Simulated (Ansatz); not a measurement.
CsI:
```xyz
2
Lattice="4.5071 0.0000 0.0000 0.0000 4.5071 0.0000 0.0000 0.0000 4.5071" Properties=species:S:1:pos:R:3 pbc="T T T"
Cs     0.0000     0.0000     0.0000
I      2.2536     2.2536     2.2536
```

Relaxed with PBEsol.

Task: Give the optical modes at the zone centre with their infrared activity from DFPT, plane-wave PAW PBEsol (Ansatz code).

Result: Transverse frequencies, without the LO–TO term; a row sums one degenerate level.

| ω (cm⁻¹) | degeneracy | IR ((D/Å)²/amu) | activity | symmetry |
|---|---|---|---|---|
| 58 | 3 | 1.86 | IR | T1u |

Task: How high does the top mode go among those that the LO–TO term moves?

Result: 87 cm⁻¹ for q along x.

Space group Pm-3m (CsCl type). Symmetry was held in the PBEsol relaxation; of distortions, only those at the zone centre were tested. Spin–orbit coupling is left out wherever it is not named.

Potentials: the later of the program's two PAW sets.
